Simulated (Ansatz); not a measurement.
# TiSi2 (Cmcm) in Ansatz: further runs

Runs on TiSi2. Level: r2SCAN+U. Tasks: band structure.

Program: Ansatz 0.2.0. These are calculated values, not measurements. Logs are shortened: lines on timing, memory, paths and dates and some standing lists are left out, and cuts for length are marked.

## (1) The structure

Symmetry: Cmcm, No. 63, orthorhombic system. The conventional cell has a = 3.530 Å, b = 13.519 Å, c = 3.565 Å, α = 90.00°, β = 90.00°, γ = 90.00°. Ti (site symmetry m2m) is surrounded by 10 Si at 2.58 to 2.81 Å. Around Si (site symmetry m2m) lie 4 Si at 2.51 Å and 4 Ti at 2.66 to 2.67 Å. Si (site symmetry m2m) has 2 Si at 2.38 Å and 4 Ti at 2.58 Å as nearest neighbours.

The cell comes from a database or a generator and needn't be the stable form of this composition.

## (2) Band structure, r2SCAN+U

input.yaml

```yaml
crystal:
  lattice:
    - [1.765105025, -6.759281535, 0.0]
    - [1.765105025, 6.759281535, 0.0]
    - [0.0, 0.0, 3.56517397]
  atoms:
    - { symbol: Ti, position: [0.10311808, 0.89688192, 0.25] }
    - { symbol: Ti, position: [0.89688192, 0.10311808, 0.75] }
    - { symbol: Si, position: [0.75031482, 0.24968518, 0.25] }
    - { symbol: Si, position: [0.24968518, 0.75031482, 0.75] }
    - { symbol: Si, position: [0.44174855, 0.55825145, 0.25] }
    - { symbol: Si, position: [0.55825145, 0.44174855, 0.75] }
hamiltonian:
  xc: r2scan
  pseudopotentials: { kind: paw }
  hubbard: { sites: [{ species: Ti, l: d, u_eff: 1.0 }] }
kpoints:
  mp_grid: { grid: [8, 8, 8] }
  band_path:
    path:
      - [[0.0, 0.0, 0.0], [0.2670482592, 0.2670482592, 0.0], [0.0, 0.5, 0.0], [0.0, 0.5, 0.5], [0.2670482592, 0.2670482592, 0.5], [0.0, 0.0, 0.5], [0.0, 0.0, 0.0], [-0.5, 0.5, 0.0], [-0.2670482592, 0.7329517408, 0.0], [-0.2670482592, 0.7329517408, 0.5], [-0.5, 0.5, 0.5], [-0.5, 0.5, 0.0]]
      - [[0.0, 0.0, 0.5], [-0.5, 0.5, 0.5]]
    npoints: 14
scf:
  occupations: { method: fermi_dirac, width: 0.05 }
  n_extra_bands: 15
output:
  forces: true
  stress: true
  eigenvalues: true
  fatbands: false
```

Potentials or basis: Ansatz PAW.

Started as:

```console
$ ansatz run input.yaml --threads 2 --pin off --max-ram 5632MiB --backend cpu --events-out ev --progress --plain --runs-dir out
```

Output:

```text
Warning: RAYON_NUM_THREADS=2 ignored (pool sized by the plan → 2); use --threads N
Ti: projections on atomic orbitals take those of the free atom [Ne] 3s2 3p6 3d2 4s2, of charge +0.00 (hamiltonian.pseudopotentials.projection_atoms); the dataset's partial waves leave at most 4.1e-7 of an orbital's norm unspanned inside its sphere
Si: projections on atomic orbitals take those of the free atom [Ne] 3s2 3p2, of charge +0.00 (hamiltonian.pseudopotentials.projection_atoms); the dataset's partial waves leave at most 6.1e-8 of an orbital's norm unspanned inside its sphere
scf.n_extra_bands = 15 over 20 filled bands (N_el = 40.0): the run solves 35 bands
Engine: ansatz 0.2.0, aarch64-unknown-linux-gnu
Pseudopotentials: kind: paw
Pseudopotential: Ti, paw, valence charge 12, recommended cutoff 500 eV (meta_gga), Ti.paw.azcp
Pseudopotential: Si, paw, valence charge 4, recommended cutoff 500 eV (meta_gga), Si.paw.azcp
Functional definition: r2SCAN
  parameter k0 = 0.174
  parameter k1 = 0.065
  parameter a1 = 4.9479
  exchange = r2scan_x(k0 = k0, k1 = k1, a1 = a1)
  correlation = r2scan_c
Crystal: 6 atoms, lattice volume = 85.071 Å³
Basis set: ecut = 500 eV, 2175 PW (Γ), exchange–correlation on 216×216×108 points (64 copies of the dense FFT grid, shifted against one another)
Bands: 35, of which v1, the nominal top of the filled ones, is band 20 counted from 1 (19 counted from 0)
Symmetry: 8 space group operations
Space group: Cmcm (ITA 63), of the structure as read, at distance tolerance 4.4e-5 Å
k-points: 105 of 512
Non-local potential: Ti, projectors of the file, l = 0: 3, l = 1: 2, l = 2: 3, l = 3: 1
Non-local potential: Si, projectors of the file, l = 0: 2, l = 1: 2, l = 2: 2
PAW form: soft (Blöchl's): semilocal exchange-correlation on the pseudo side does not see the compensation charge
PAW frozen core: Ti, regenerated for the run's functional (the file was generated under x = pbe(κ = 0.804, μ = 0.2195149727645171), c = pbe(β = 0.06672455060314922))
PAW frozen core: Si, regenerated for the run's functional (the file was generated under x = pbe(κ = 0.804, μ = 0.2195149727645171), c = pbe(β = 0.06672455060314922))
PAW one-centre angular grid: Ti, 590 points (default); XC on 160 Gauss nodes
PAW one-centre angular grid: Si, 302 points (default); XC on 160 Gauss nodes
Initial density: superposition of atomic densities (chi_scale 0.1, normalization cell, long waves of neutral atoms under a Hubbard term (reshape's long-wave potential 0.03 eV rms, cloud 2.71 Å wide))
Initial wavefunctions: pseudopotential atomic-orbital guess
Functional: x = r2scan, c = r2scan; τ floored in thin density (d = 2e-4 eV/Å³)
SCF iter   1: F=—  HF=-7565.877932 eV  |F-HF|=—  |Δ(HF+E_count)|=         —  Δρ=3.70e-2  dr2=1.49e0  dr2_τ=5.79e-2  ethr=3.10e-3  ⟨swp⟩=5.5  Hψ=17263  notcnv=0  defer=38
preconditioner: auto → Kerker (q_TF=auto, 2.406 Å⁻¹)  [metal: Δε(μ)=0.009 eV  Ē_g=9.043 eV  σ=0.050 eV  W_gap=0.05  n_scr=18 (ndim 8)  ℏωp=19.7 eV  f_vac=0.000  D(μ)=1.41/eV (n_scr^D=2)]
SCF iter   2: F=—  HF=-7566.167446 eV  |F-HF|=—  |Δ(HF+E_count)|=   2.90e-1  Δρ=2.32e-2  dr2=7.64e-1  dr2_τ=5.04e-3  ethr=3.10e-3  ⟨swp⟩=2.0  Hψ=5481  notcnv=0  defer=561
SCF iter   3: F=—  HF=-7566.191848 eV  |F-HF|=—  |Δ(HF+E_count)|=   2.44e-2  Δρ=1.28e-2  dr2=1.41e-1  dr2_τ=1.45e-2  ethr=1.91e-3  ⟨swp⟩=2.3  Hψ=4758  notcnv=0  defer=561
SCF iter   4: F=—  HF=-7566.172587 eV  |F-HF|=—  |Δ(HF+E_count)|=   1.93e-2  Δρ=2.11e-3  dr2=4.67e-3  dr2_τ=3.88e-5  ethr=3.53e-4  ⟨swp⟩=3.1  Hψ=7226  notcnv=0  defer=582
SCF iter   5: F=—  HF=-7566.176522 eV  |F-HF|=—  |Δ(HF+E_count)|=   3.93e-3  Δρ=7.81e-4  dr2=6.60e-4  dr2_τ=3.14e-5  ethr=1.17e-5  ⟨swp⟩=2.0  Hψ=5309  notcnv=0  defer=582
SCF iter   6: F=—  HF=-7566.176753 eV  |F-HF|=—  |Δ(HF+E_count)|=   2.32e-4  Δρ=2.41e-4  dr2=7.72e-5  dr2_τ=3.85e-6  ethr=1.65e-6  ⟨swp⟩=2.0  Hψ=4340  notcnv=0  defer=582
SCF iter   7: F=—  HF=-7566.176732 eV  |F-HF|=—  |Δ(HF+E_count)|=   2.13e-5  Δρ=9.84e-5  dr2=1.34e-5  dr2_τ=3.24e-7  ethr=1.93e-7  ⟨swp⟩=2.3  Hψ=4097  notcnv=0  defer=582
SCF iter   8: F=-7566.176731 eV  HF=-7566.176731 eV  |F-HF|=4.87e-9  |Δ(HF+E_count)|=   6.71e-7  Δρ=1.14e-5  dr2=9.01e-8  dr2_τ=4.22e-9  ethr=2.50e-10  ⟨swp⟩=9.7  Hψ=19548  notcnv=0
SCF 1 converged in 8 iterations: F = -7566.176731 eV  dr2 = 9.01e-8
NSCF: frozen V_eff on 170 k-points
SCF converged after 8 iterations
Free energy (F): -7566.176731 eV
Harris-Foulkes:  -7566.176731 eV  (|F-HF|=4.87e-9)
Internal energy: -7566.165610 eV  (E = F + TS)
E sigma→0 (E₀):  -7566.171171 eV
Entropy (-TS):   -0.011121 eV (-1.854 meV/atom)
Fermi energy:    13.084691 eV
--- Per-component energies (eV) ---
  E_band       = -256.320452
  E_kinetic    = 721.033099
  E_local      = -2058.167152  (includes V_loc(G=0)·N_el)
  E_nonlocal   = 113.092704
  E_hartree    = 893.876586
  E_xc         = -399.431957
  E_vxc        = -476.472331  (∫ρ·V_xc dr)
  E_hubbard    = 2.144401  (on-site DFT+U / exact-exchange correction)
  E_vhub       = 1.089581  (the Hubbard potential's part of the band-sum identity)
  E_paw        = -4192.082916  (= ΣΔE_a)
  E_vpaw       = -371.530681  (= ΣTr[D̂ρ^β])
  E_aug_tail   = 0.000215  (compensation charges beyond the density's cutoff)
  E_vtau       = 26.874144  (kinetic-family band-sum trace: ∫τ·v_τ [+ j·A + Jᵃ·Aᵃ] dr)
  E_ewald      = -2645.817945
  E_core_change = -0.812646  (= ΣΔE_core)
  E_smearing   = -0.011121  (= −TS)
  E_closure    = 0.000000  (closes the sum)
  Σ components = -7566.176731   (vs F -7566.176731, Δ=0.00e0)
--- Forces (eV/Å), atoms counted from 1 ---
  atom   1  Ti     0.00000000    -0.00635775     0.00000000
  atom   2  Ti     0.00000000     0.00635775     0.00000000
  atom   3  Si     0.00000000     0.00097491     0.00000000
  atom   4  Si     0.00000000    -0.00097491     0.00000000
  atom   5  Si     0.00000000     0.03419794     0.00000000
  atom   6  Si     0.00000000    -0.03419794     0.00000000
  max |Σ_I F_I| component: 0.00e0 eV/Å
--- Stress (GPa, compression-positive) ---
        0.735601       0.000000       0.000000
        0.000000       0.684172       0.000000
        0.000000       0.000000       0.594546
  P = ⅓ Tr σ = 0.6714 GPa (6.714 kbar)
--- Band table (eV; the first three rows and the last of 105) ---
  k-point 0: bands = ["-46.3534", "-46.3435", "-21.6558", "-21.5984", "-21.5933", "-21.5845", "-21.5659", "-21.5643", "-0.8242", "1.5264", "3.9667", "9.6367", "9.7389", "9.9115", "10.2205", "10.4315", "10.7529", "10.8935", "10.9383", "13.4930", "13.8716", "13.9589", "14.0414", "14.4366", "14.6088", "15.2393", "15.7044", "16.1949", "16.3726", "17.1966", "17.3345", "17.9911", "18.6391", "19.8814", "21.2354"]
  k-point 1: bands = ["-46.3525", "-46.3434", "-21.6530", "-21.6055", "-21.5970", "-21.5841", "-21.5750", "-21.5631", "-0.6279", "1.6924", "4.1431", "7.8552", "8.9427", "10.0209", "10.3605", "10.7375", "10.9667", "10.9697", "11.4885", "13.1212", "13.5081", "13.7762", "14.4778", "14.9846", "15.1239", "15.1363", "15.3147", "16.4017", "16.7184", "17.2461", "17.6771", "18.5692", "19.2503", "19.3635", "19.5814"]
  k-point 2: bands = ["-46.3500", "-46.3431", "-21.6488", "-21.6307", "-21.5933", "-21.5932", "-21.5834", "-21.5656", "-0.0462", "2.1879", "4.5270", "6.0360", "7.2468", "9.7361", "10.2934", "10.6782", "11.1530", "11.1629", "12.5939", "12.6447", "13.2887", "13.4656", "14.6118", "15.0620", "15.2065", "15.4381", "15.6991", "16.4926", "16.6637", "17.9864", "18.6416", "18.6525", "18.8106", "19.7376", "20.2131"]
  k-point 104: bands = ["-46.3445", "-46.3445", "-21.6645", "-21.6645", "-21.5852", "-21.5852", "-21.5841", "-21.5841", "2.6184", "2.6184", "3.1969", "3.1969", "9.2333", "9.2333", "9.4807", "9.4807", "10.8255", "10.8255", "12.1190", "12.1190", "13.6681", "13.6681", "15.0253", "15.0253", "15.6982", "15.6982", "15.7496", "15.7496", "17.3992", "17.3992", "18.5192", "18.5192", "19.8235", "19.8235", "21.5339"]
Occupation matrices written to <dir>
```

It took 41 s on 2 threads of Arm Neoverse V1, shared host; peak memory 1.1 GiB.

Results:

```
Free energy            : -7566.1767 eV
Pressure               : 0.7 GPa
Largest force          : 0.034 eV/Å
Band gap on the k mesh : none (metal or under the smearing width)
```

Forces on the atoms (eV/Å):
```
Ti   0.000 -0.006  0.000
Ti   0.000  0.006  0.000
Si   0.000  0.001  0.000
Si   0.000 -0.001  0.000
Si   0.000  0.034  0.000
Si   0.000 -0.034  0.000
```

Levels at the corners of the path, in eV from the Fermi level:
```
point  band 16  band 17  band 18  band 19  band 20  band 21  band 22  band 23  band 24  band 25
    Γ    -2.65    -2.33    -2.19    -2.15     0.41     0.79     0.87     0.96     1.35     1.52
    X    -3.55    -1.91    -1.20    -0.77    -0.73    -0.28     1.25     1.41     1.85     1.87
    S    -2.65    -1.83    -1.61    -0.65    -0.61    -0.58     1.24     1.60     1.83     1.96
    R    -4.47    -3.53    -3.53    -2.65    -2.65     1.95     1.95     2.23     2.23     2.65
    A    -4.28    -3.69    -3.69    -2.57    -2.57     2.01     2.01     2.20     2.20     2.41
    Z    -2.51    -1.66    -1.66    -0.09    -0.09     0.86     0.86     1.47     1.47     1.91
    Γ    -2.65    -2.33    -2.19    -2.15     0.41     0.79     0.87     0.96     1.35     1.52
    Y    -2.88    -2.55    -2.22    -1.19     0.33     0.67     0.77     0.88     1.36     2.16
   X1    -3.55    -1.91    -1.20    -0.77    -0.73    -0.28     1.25     1.41     1.85     1.87
   A1    -4.28    -3.69    -3.69    -2.57    -2.57     2.01     2.01     2.20     2.20     2.41
    T    -3.60    -2.26    -2.26    -0.97    -0.97     0.58     0.58     1.94     1.94     2.61
    Y    -2.88    -2.55    -2.22    -1.19     0.33     0.67     0.77     0.88     1.36     2.16
    Z    -2.51    -1.66    -1.66    -0.09    -0.09     0.86     0.86     1.47     1.47     1.91
    T    -3.60    -2.26    -2.26    -0.97    -0.97     0.58     0.58     1.94     1.94     2.61
```

Eigenvalues of the final occupation matrices:
```csv
site,spin,trace,eigenvalues
site 1,1,1.60,0.24 0.28 0.33 0.35 0.40
site 2,1,1.60,0.24 0.28 0.33 0.35 0.40
```

Caveat: U without spin polarisation on a metal has little footing; the PAW data sets come from PBE, with cores solved anew for the run's functional, which leaves a small shift of forces and pressure; the U is typed as a test and isn't derived for this compound.

## (3) Band structure, r2SCAN+U

Edit input.yaml of step 2 so:

```diff
@@ -15,3 +15,3 @@
   pseudopotentials: { kind: paw }
-  hubbard: { sites: [{ species: Ti, l: d, u_eff: 1.0 }] }
+  hubbard: { sites: [{ species: Ti, l: d, u_eff: 2.0 }] }
 kpoints:
```

Potentials or basis: Ansatz PAW.

Started as:

```console
$ ansatz run input.yaml --threads 2 --pin off --max-ram 5632MiB --backend cpu --events-out ev --progress --plain --runs-dir out
```

It took 40 s on 2 threads of Arm Neoverse V1, shared host; peak memory 1.1 GiB.

Results (log left out):

* Free energy: -7564.0411 eV
* Pressure: 1.5 GPa
* Largest force: 0.052 eV/Å
* Band gap on the k mesh: none (metal or under the smearing width)

Forces on the atoms (eV/Å):
```
Ti   0.000  0.006  0.000
Ti   0.000 -0.006  0.000
Si   0.000  0.005  0.000
Si   0.000 -0.005  0.000
Si   0.000  0.052  0.000
Si   0.000 -0.052  0.000
```

Stress tensor (GPa, compression positive):
```
1.61 0.00 0.00
0.00 1.65 0.00
0.00 0.00 1.36
```

Levels at the corners of the path, in eV from the Fermi level:
```tsv
point	band 17	band 18	band 19	band 20	band 21	band 22	band 23	band 24
Γ	-2.36	-2.17	-2.03	0.35	0.73	0.87	0.98	1.34
X	-1.93	-1.18	-0.75	-0.64	-0.29	1.23	1.40	1.85
S	-1.85	-1.62	-0.64	-0.58	-0.54	1.21	1.58	1.82
R	-3.56	-3.56	-2.65	-2.65	2.01	2.01	2.37	2.37
A	-3.72	-3.72	-2.57	-2.57	2.07	2.07	2.27	2.27
Z	-1.60	-1.60	-0.11	-0.11	0.86	0.86	1.46	1.46
Γ	-2.36	-2.17	-2.03	0.35	0.73	0.87	0.98	1.34
Y	-2.44	-2.25	-1.13	0.27	0.68	0.79	0.82	1.38
X1	-1.93	-1.18	-0.75	-0.64	-0.29	1.23	1.40	1.85
A1	-3.72	-3.72	-2.57	-2.57	2.07	2.07	2.27	2.27
T	-2.30	-2.30	-0.96	-0.96	0.62	0.62	2.04	2.04
Y	-2.44	-2.25	-1.13	0.27	0.68	0.79	0.82	1.38
Z	-1.60	-1.60	-0.11	-0.11	0.86	0.86	1.46	1.46
T	-2.30	-2.30	-0.96	-0.96	0.62	0.62	2.04	2.04
```

Eigenvalues of the final occupation matrices:
```csv
site,spin,trace,eigenvalues
site 1,1,1.58,0.23 0.27 0.33 0.35 0.40
site 2,1,1.58,0.23 0.27 0.33 0.35 0.40
```

Caveat: U without spin polarisation on a metal has little footing; the PAW data sets come from PBE, with cores solved anew for the run's functional, which leaves a small shift of forces and pressure; the U is typed as a test and isn't derived for this compound.
